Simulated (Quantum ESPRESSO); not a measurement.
# Ir (Fm-3m) in Quantum ESPRESSO: equation of state

Aim: energy against volume of Ir in PBEsol, for its equilibrium volume and stiffness.

Program: Quantum ESPRESSO 7.5. These are calculated values, not measurements. Logs are shortened: lines on timing, memory, paths and dates and some standing lists are left out, and cuts for length are marked.

### 1 The structure

The structure is cubic, space group Fm-3m (No. 225). Conventional cell: a = 3.831 Å, b = 3.831 Å, c = 3.831 Å, α = 90.00°, β = 90.00°, γ = 90.00°. Around Ir (site symmetry m-3m) lie 12 Ir at 2.71 Å.

### 2 Single point, PBEsol, 13.22 Å³/atom

pw.in

```
&CONTROL
  calculation = 'scf'
  prefix = 'pwscf'
  outdir = './tmp'
  pseudo_dir = './pseudo'
  tprnfor = .true.
  tstress = .true.
  disk_io = 'nowf'
/
&SYSTEM
  ibrav = 0
  nat = 1
  ntyp = 1
  ecutwfc = 45
  ecutrho = 360
  nbnd = 13
  occupations = 'smearing'
  smearing = 'fd'
  degauss = 0.00367493
/
&ELECTRONS
  conv_thr = 2d-10
  electron_maxstep = 120
  mixing_beta = 0.5
/
ATOMIC_SPECIES
Ir   192.2170 ir_pbesol_v1.2.uspp.F.UPF
CELL_PARAMETERS angstrom
   0.0000000000    1.8764951499    1.8764951499
   1.8764951499    0.0000000000    1.8764951499
   1.8764951499    1.8764951499    0.0000000000
ATOMIC_POSITIONS crystal
Ir     0.0000000000    0.0000000000    0.0000000000
K_POINTS automatic
12 12 12 0 0 0
```

Potentials or basis: GBRV 1.5 PBEsol.

On the command line:

```bash
$ OMP_NUM_THREADS=1 mpirun -n 2 pw.x -nk 2 -in pw.in > pw.out
```

pw.out:

```text
This program is part of the open-source Quantum ESPRESSO suite
     for quantum simulation of materials; please cite
[... 13 lines left out ...]
     --------------------
     sticks:   dense  smooth     PW     G-vecs:    dense   smooth      PW
     Sum         625     313    109                10177     3695     725

     Using Slab Decomposition

     bravais-lattice index     =            0
     lattice parameter (alat)  =       5.0149  a.u.
     unit-cell volume          =      89.1803 (a.u.)^3
     number of atoms/cell      =            1
     number of atomic types    =            1
     number of electrons       =        15.00
     number of Kohn-Sham states=           13
     kinetic-energy cutoff     =      45.0000  Ry
     charge density cutoff     =     360.0000  Ry
     scf convergence threshold =      2.0E-10
     mixing beta               =       0.5000
     number of iterations used =            8  plain     mixing
     Exchange-correlation= SLA  PW   PSX  PSC
                           (   1   4  10   8   0   0   0)

     celldm(1)=   5.014889  celldm(2)=   0.000000  celldm(3)=   0.000000
     celldm(4)=   0.000000  celldm(5)=   0.000000  celldm(6)=   0.000000

     crystal axes: (cart. coord. in units of alat)
               a(1) = (   0.000000   0.707107   0.707107 )
               a(2) = (   0.707107   0.000000   0.707107 )
               a(3) = (   0.707107   0.707107   0.000000 )

     reciprocal axes: (cart. coord. in units 2 pi/alat)
               b(1) = ( -0.707107  0.707107  0.707107 )
               b(2) = (  0.707107 -0.707107  0.707107 )
               b(3) = (  0.707107  0.707107 -0.707107 )

     PseudoPot. # 1 for Ir read from file:
     ir_pbesol_v1.2.uspp.F.UPF
     Pseudo is Ultrasoft + core correction, Zval = 15.0
     Generated by new atomic code, or converted to UPF format
     Using radial grid of  983 points,  7 beta functions with:
                l(1) =   0
                l(2) =   0
                l(3) =   1
                l(4) =   1
                l(5) =   1
                l(6) =   2
                l(7) =   2
     Q(r) pseudized with  8 coefficients,  rinner =    1.400   1.400   1.400
                                                       1.400   1.400

     atomic species   valence    mass     pseudopotential
     Ir               15.00   192.21700     Ir( 1.00)

     48 Sym. Ops., with inversion, found

   Cartesian axes

     site n.     atom                  positions (alat units)
         1        Ir     tau(   1) = (   0.0000000   0.0000000   0.0000000  )

     number of k points=    72  Fermi-Dirac smearing, width (Ry)=  0.0037
                       cart. coord. in units 2pi/alat
        k(    1) = (   0.0000000   0.0000000   0.0000000), wk =   0.0011574
        k(    2) = (   0.0589256   0.0589256  -0.0589256), wk =   0.0092593
        k(    3) = (   0.1178511   0.1178511  -0.1178511), wk =   0.0092593
        k(    4) = (   0.1767767   0.1767767  -0.1767767), wk =   0.0092593
        k(    5) = (   0.2357023   0.2357023  -0.2357023), wk =   0.0092593
        k(    6) = (   0.2946278   0.2946278  -0.2946278), wk =   0.0092593
[... 64 lines left out ...]
        k(   71) = (  -0.7071068   0.2357023   0.0000000), wk =   0.0138889
        k(   72) = (  -0.7071068   0.3535534   0.0000000), wk =   0.0069444

     Dense  grid:    10177 G-vectors     FFT dimensions: (  32,  32,  32)

     Smooth grid:     3695 G-vectors     FFT dimensions: (  24,  24,  24)

     Initial potential from superposition of free atoms

     starting charge      14.5000, renormalised to      15.0000

     negative rho (up, down):  3.723E-01 0.000E+00
     Starting wfcs are   12 randomized atomic wfcs +    1 random wfcs

     Self-consistent Calculation

     iteration #  1     ecut=    45.00 Ry     beta= 0.50
     Davidson diagonalization with overlap
     ethr =  1.00E-02,  avg # of iterations =  4.2

     negative rho (up, down):  3.243E-01 0.000E+00

     total energy              =    -181.56256044 Ry
     estimated scf accuracy    <       0.60309921 Ry

     iteration #  2     ecut=    45.00 Ry     beta= 0.50
     Davidson diagonalization with overlap
     ethr =  4.02E-03,  avg # of iterations =  2.1
[... 51 lines left out ...]
     iteration #  8     ecut=    45.00 Ry     beta= 0.50
     Davidson diagonalization with overlap
     ethr =  1.56E-11,  avg # of iterations =  2.0

     negative rho (up, down):  3.122E-01 0.000E+00

     End of self-consistent calculation

          k = 0.0000 0.0000 0.0000 (   459 PWs)   bands (ev):

   -22.4805 -22.4805 -22.4805  15.1408  22.6493  22.6493  22.6493  25.6579
    25.6579  37.6731  40.3597  46.2596  46.2596

          k = 0.0589 0.0589-0.0589 (   456 PWs)   bands (ev):

   -22.5515 -22.4900 -22.4900  15.4732  22.4686  22.7914  22.7914  25.5618
    25.5618  37.6729  40.9474  44.9625  46.8320

          k = 0.1179 0.1179-0.1179 (   459 PWs)   bands (ev):
[... 111 lines left out ...]
   -23.3111 -22.8058 -22.6214  19.2660  21.9499  22.8244  23.5115  26.3439
    29.9528  37.3338  37.7141  42.6115  44.4936

          k =-0.0589-0.2946 0.2946 (   457 PWs)   bands (ev):

   -23.1578 -22.7646 -22.5778  19.0781  21.6120  22.5041  23.7989  25.1129
    28.6217  37.6683  40.0572  43.8803  45.4235

          k = 0.0000-0.2357 0.2357 (   457 PWs)   bands (ev):

   -22.9865 -22.6830 -22.5395  18.1061  21.4371  22.9894  23.9791  24.3662
    27.2316  37.6711  41.6963  44.6560  47.0300

          k = 0.3536 0.0000 0.0000 (   456 PWs)   bands (ev):

   -22.9766 -22.6681 -22.6681  18.2700  20.4489  23.5940  24.8602  24.8602
    26.7195  37.6716  44.8977  45.6065  45.6065

          k = 0.4125 0.0589-0.0589 (   453 PWs)   bands (ev):

   -23.1187 -22.7218 -22.7113  18.8583  20.1189  23.3393  25.2419  26.2035
    27.2564  37.6706  42.6475  44.4606  45.0446

          k = 0.4714 0.1179-0.1179 (   454 PWs)   bands (ev):
[... 11 lines left out ...]
   -23.3172 -22.9652 -22.7135  19.6735  21.1334  22.9233  24.4849  27.5643
    32.6979  34.6024  37.6770  41.6077  45.3201

          k =-0.0589-0.4125 0.4125 (   451 PWs)   bands (ev):

   -23.2625 -22.9880 -22.6712  20.0841  21.4030  22.3477  24.3372  26.4590
    31.3575  37.2893  37.7020  41.0504  44.9437

          k = 0.0000-0.3536 0.3536 (   443 PWs)   bands (ev):

   -23.2088 -22.9104 -22.6216  20.1200  21.4772  21.8968  24.2392  25.4148
    30.1798  37.6640  39.1204  42.3402  44.5878

          k = 0.4714 0.0000-0.0000 (   444 PWs)   bands (ev):

   -23.2086 -22.7605 -22.7605  18.7749  19.5943  24.6438  26.3866  26.3866
    27.3171  37.6700  42.6661  42.6661  44.3315

          k = 0.5303 0.0589-0.0589 (   453 PWs)   bands (ev):
[... 21 lines left out ...]
   -23.3722 -22.8276 -22.8276  18.4324  19.0332  27.1411  27.7909  27.9111
    27.9111  37.6637  39.9427  39.9427  40.6484

          k =-0.0589-0.6482 0.6482 (   454 PWs)   bands (ev):

   -23.3988 -22.8752 -22.8368  18.4496  19.0523  26.5320  27.5097  28.4543
    30.3253  37.4302  37.7340  39.6222  40.0713

          k = 0.0000-0.5893 0.5893 (   458 PWs)   bands (ev):

   -23.3565 -22.9643 -22.8163  18.7843  19.5439  25.1664  26.8716  28.1842
    32.9459  35.2716  37.6742  39.7268  40.8777

          k =-0.7071 0.0000 0.0000 (   460 PWs)   bands (ev):

   -23.4308 -22.8521 -22.8521  18.2299  18.8390  27.9733  28.6449  28.6449
    28.7002  37.6379  38.5940  38.7757  38.7757

          k = 0.2357 0.1179 0.0000 (   462 PWs)   bands (ev):

   -22.8262 -22.6039 -22.5414  17.1520  21.4960  23.3064  23.6666  24.6086
    26.2871  37.6721  43.0654  43.7148  46.9918

          k = 0.2946 0.1768-0.0589 (   457 PWs)   bands (ev):

   -23.0242 -22.6700 -22.5714  18.2457  21.3084  22.8764  23.8953  25.0582
    27.1694  37.6709  41.4993  44.6360  47.2342

          k = 0.3536 0.2357-0.1179 (   451 PWs)   bands (ev):
[... 6 lines left out ...]
   -23.3724 -22.7466 -22.6453  18.9475  21.9257  23.1987  23.4901  27.3829
    29.7417  36.2081  37.6836  41.9993  45.2031

          k =-0.2357-0.3536 0.4714 (   452 PWs)   bands (ev):

   -23.4258 -22.7551 -22.6593  18.9167  21.7844  23.2489  24.0299  27.7968
    30.6976  34.5585  37.6788  41.6582  45.2933

          k = 0.3536 0.1179 0.0000 (   458 PWs)   bands (ev):

   -23.0338 -22.7009 -22.6363  18.5870  20.6240  22.9180  24.8535  25.1260
    27.2003  37.6711  42.7355  45.2121  46.2064

          k = 0.4125 0.1768-0.0589 (   452 PWs)   bands (ev):

   -23.1827 -22.7769 -22.6719  19.3428  20.6787  22.3570  24.8183  26.3432
    28.5085  37.6683  40.3020  44.0127  44.5096

          k =-0.2357-0.4714 0.5893 (   455 PWs)   bands (ev):
[... 11 lines left out ...]
   -23.3260 -22.9066 -22.6876  19.8220  21.2362  22.7345  24.1372  27.1727
    31.5998  35.7272  37.6799  42.3027  43.9352

          k =-0.0589-0.2946 0.4125 (   451 PWs)   bands (ev):

   -23.2441 -22.8768 -22.6468  19.9283  21.6308  21.6583  24.3643  26.0893
    30.1608  37.6565  38.4707  42.7120  44.1356

          k = 0.0000-0.2357 0.3536 (   458 PWs)   bands (ev):

   -23.1354 -22.7901 -22.6030  19.3712  21.0585  22.2565  24.6222  24.9381
    28.6594  37.6691  40.6782  44.1516  45.0295

          k = 0.4714 0.1179-0.0000 (   454 PWs)   bands (ev):

   -23.2207 -22.7970 -22.7426  19.1431  19.8505  23.4260  26.3679  26.3796
    28.4018  37.6687  40.9592  42.4678  44.1637

          k =-0.1768-0.5303 0.6482 (   457 PWs)   bands (ev):
[... 26 lines left out ...]
   -23.3342 -22.9559 -22.8290  19.0369  19.7073  24.4033  26.5358  28.3243
    32.7074  35.9906  37.6791  39.4858  41.1964

          k =-0.0000-0.4714 0.5893 (   453 PWs)   bands (ev):

   -23.2553 -23.0722 -22.7975  19.4784  20.4436  23.3881  25.7132  27.9440
    34.0061  35.3792  37.6697  39.0344  42.3187

          k =-0.7071 0.1179-0.0000 (   456 PWs)   bands (ev):

   -23.3932 -22.8921 -22.8549  18.5724  19.1563  25.9837  27.3210  28.6466
    31.5010  36.9500  37.7019  38.6362  40.2714

          k =-0.2357-0.4714 0.7071 (   452 PWs)   bands (ev):

   -23.2368 -22.8959 -22.7097  20.1237  20.5790  21.8510  25.5728  26.3847
    30.2583  37.6623  39.0037  41.6306  43.9847

          k =-0.1768-0.4125 0.6482 (   452 PWs)   bands (ev):
[... 11 lines left out ...]
   -23.2814 -22.9726 -22.8147  19.6866  20.2204  22.8611  26.0216  27.9025
    32.3381  37.3289  37.7223  39.1240  42.1834

          k =-0.0589-0.4125 0.6482 (   454 PWs)   bands (ev):

   -23.2253 -23.0717 -22.8305  19.9484  20.8037  22.3891  25.2593  28.2705
    34.4919  35.6572  37.6731  38.7553  41.6144

          k = 0.0000-0.3536 0.5893 (   454 PWs)   bands (ev):

   -23.1840 -23.1151 -22.8021  20.2883  21.3046  21.6181  25.0784  27.9008
    33.4333  37.6131  37.6319  37.9484  42.4233

          k =-0.7071 0.2357 0.0000 (   454 PWs)   bands (ev):

   -23.2898 -23.0005 -22.8606  19.4317  20.0904  23.5861  25.8367  28.6500
    34.2379  36.0417  37.6877  38.0086  40.9526

          k =-0.7071 0.3536 0.0000 (   464 PWs)   bands (ev):

   -23.1464 -23.1464 -22.8635  20.0279  21.5914  21.5914  24.9333  28.6516
    35.7923  36.5327  36.5327  37.6866  41.0707

     the Fermi energy is    27.0130 ev

!    total energy              =    -181.65875251 Ry
     estimated scf accuracy    <          4.4E-11 Ry
     smearing contrib. (-TS)   =      -0.00030304 Ry
     internal energy E=F+TS    =    -181.65844946 Ry

     The total energy is F=E-TS. E is the sum of the following terms:
     one-electron contribution =      -2.25221938 Ry
     hartree contribution      =      16.35900337 Ry
     xc contribution           =     -50.30895073 Ry
     ewald contribution        =    -145.45628271 Ry

     convergence has been achieved in   8 iterations

     negative rho (up, down):  3.122E-01 0.000E+00

     Forces acting on atoms (cartesian axes, Ry/au):

     atom    1 type  1   force =     0.00000000    0.00000000    0.00000000

     Total force =     0.000000     Total SCF correction =     0.000000

     Computing stress (Cartesian axis) and pressure

     negative rho (up, down):  3.122E-01 0.000E+00
          total   stress  (Ry/bohr**3)                   (kbar)     P=      270.86
   0.00184125   0.00000000  -0.00000000          270.86        0.00       -0.00
   0.00000000   0.00184125   0.00000000            0.00      270.86        0.00
   0.00000000   0.00000000   0.00184125            0.00        0.00      270.86

=------------------------------------------------------------------------------=
   JOB DONE.
=------------------------------------------------------------------------------=
```

Wall time 4.8 s (2 MPI ranks of Arm Neoverse V1, shared host); peak memory 0.14 GiB.

What came out:

```
Free energy            : -2471.5932 eV
Pressure               : 27.1 GPa
Band gap on the k mesh : none (metal or under the smearing width)
```

### 3 Single point, PBEsol, 13.50 Å³/atom

Edit pw.in of step 2 so:

```diff
@@ -28,5 +28,5 @@
 CELL_PARAMETERS angstrom
-   0.0000000000    1.8764951499    1.8764951499
-   1.8764951499    0.0000000000    1.8764951499
-   1.8764951499    1.8764951499    0.0000000000
+   0.0000000000    1.8897103398    1.8897103398
+   1.8897103398    0.0000000000    1.8897103398
+   1.8897103398    1.8897103398    0.0000000000
 ATOMIC_POSITIONS crystal
```

Potentials or basis: GBRV 1.5 PBEsol.

On the command line:

```bash
$ OMP_NUM_THREADS=1 mpirun -n 2 pw.x -nk 2 -in pw.in > pw.out
```

Wall time 4.8 s (2 MPI ranks of Arm Neoverse V1, shared host); peak memory 0.14 GiB.

It converged, with:

```
Free energy            : -2471.6318 eV
Pressure               : 16.7 GPa
Band gap on the k mesh : none (metal or under the smearing width)
```

### 4 Single point, PBEsol, 13.78 Å³/atom

Edit pw.in of step 3 so:

```diff
@@ -28,5 +28,5 @@
 CELL_PARAMETERS angstrom
-   0.0000000000    1.8897103398    1.8897103398
-   1.8897103398    0.0000000000    1.8897103398
-   1.8897103398    1.8897103398    0.0000000000
+   0.0000000000    1.9027432368    1.9027432368
+   1.9027432368    0.0000000000    1.9027432368
+   1.9027432368    1.9027432368    0.0000000000
 ATOMIC_POSITIONS crystal
```

On the command line:

```bash
$ OMP_NUM_THREADS=1 mpirun -n 2 pw.x -nk 2 -in pw.in > pw.out
```

Wall time 4.9 s (2 MPI ranks of Arm Neoverse V1, shared host); peak memory 0.14 GiB.

It converged, with:

| Property | Result |
| --- | --- |
| Free energy | -2471.6531 eV |
| Pressure | 7.5 GPa |
| Band gap on the k mesh | none (metal or under the smearing width) |

### 5 Single point, PBEsol, 14.06 Å³/atom

Edit pw.in of step 4 so:

```diff
@@ -28,5 +28,5 @@
 CELL_PARAMETERS angstrom
-   0.0000000000    1.9027432368    1.9027432368
-   1.9027432368    0.0000000000    1.9027432368
-   1.9027432368    1.9027432368    0.0000000000
+   0.0000000000    1.9156000000    1.9156000000
+   1.9156000000    0.0000000000    1.9156000000
+   1.9156000000    1.9156000000    0.0000000000
 ATOMIC_POSITIONS crystal
```

On the command line:

```bash
$ OMP_NUM_THREADS=1 mpirun -n 2 pw.x -nk 2 -in pw.in > pw.out
```

Wall time 4.9 s (2 MPI ranks of Arm Neoverse V1, shared host); peak memory 0.14 GiB.

The run converged. Its results:

```yaml
Free_energy: -2471.6591 eV
Pressure: -0.7 GPa
Band_gap_on_the_k_mesh: none (metal or under the smearing width)
```

### 6 Single point, PBEsol, 14.34 Å³/atom

Edit pw.in of step 5 so:

```diff
@@ -28,5 +28,5 @@
 CELL_PARAMETERS angstrom
-   0.0000000000    1.9156000000    1.9156000000
-   1.9156000000    0.0000000000    1.9156000000
-   1.9156000000    1.9156000000    0.0000000000
+   0.0000000000    1.9282864624    1.9282864624
+   1.9282864624    0.0000000000    1.9282864624
+   1.9282864624    1.9282864624    0.0000000000
 ATOMIC_POSITIONS crystal
```

Potentials or basis: GBRV 1.5 PBEsol.

On the command line:

```bash
$ OMP_NUM_THREADS=1 mpirun -n 2 pw.x -nk 2 -in pw.in > pw.out
```

It took 4.9 s on 2 MPI ranks of Arm Neoverse V1, shared host; peak memory 0.14 GiB.

Results (log left out):

| Item | Value |
| --- | --- |
| Free energy | -2471.6516 eV |
| Pressure | -7.9 GPa |
| Band gap on the k mesh | none (metal or under the smearing width) |

### 7 Single point, PBEsol, 14.62 Å³/atom

Edit pw.in of step 6 so:

```diff
@@ -28,5 +28,5 @@
 CELL_PARAMETERS angstrom
-   0.0000000000    1.9282864624    1.9282864624
-   1.9282864624    0.0000000000    1.9282864624
-   1.9282864624    1.9282864624    0.0000000000
+   0.0000000000    1.9408081540    1.9408081540
+   1.9408081540    0.0000000000    1.9408081540
+   1.9408081540    1.9408081540    0.0000000000
 ATOMIC_POSITIONS crystal
```

On the command line:

```bash
$ OMP_NUM_THREADS=1 mpirun -n 2 pw.x -nk 2 -in pw.in > pw.out
```

It took 5 s on 2 MPI ranks of Arm Neoverse V1, shared host; peak memory 0.14 GiB.

The run converged. Its results:

| Quantity | Value |
| --- | --- |
| Free energy | -2471.6322 eV |
| Pressure | -14.4 GPa |
| Band gap on the k mesh | none (metal or under the smearing width) |

### 8 Single point, PBEsol, 14.90 Å³/atom

Edit pw.in of step 7 so:

```diff
@@ -28,5 +28,5 @@
 CELL_PARAMETERS angstrom
-   0.0000000000    1.9408081540    1.9408081540
-   1.9408081540    0.0000000000    1.9408081540
-   1.9408081540    1.9408081540    0.0000000000
+   0.0000000000    1.9531703226    1.9531703226
+   1.9531703226    0.0000000000    1.9531703226
+   1.9531703226    1.9531703226    0.0000000000
 ATOMIC_POSITIONS crystal
```

On the command line:

```bash
$ OMP_NUM_THREADS=1 mpirun -n 2 pw.x -nk 2 -in pw.in > pw.out
```

Wall time 5 s (2 MPI ranks of Arm Neoverse V1, shared host); peak memory 0.14 GiB.

It converged, with:

* Free energy: -2471.6022 eV
* Pressure: -20.0 GPa
* Band gap on the k mesh: none (metal or under the smearing width)

### 9 Equation of state, PBEsol

Potentials or basis: GBRV 1.5 PBEsol.

No new run: the results of the series are fitted here.

Results:

| Quantity | Value |
| --- | --- |
| Equilibrium volume | 14.04 Å³/atom |
| Bulk modulus | 387 GPa |
| Pressure derivative of the bulk modulus | 5.1 |

Energy against volume, from the lowest point:
```tsv
volume (Å³/atom)	energy (meV/atom)
13.215	65.89
13.496	27.35
13.778	6.05
14.059	0.00
14.340	7.49
14.621	26.93
14.902	56.96
```

Spin-orbit coupling is left out, which matters for the levels of Ir.
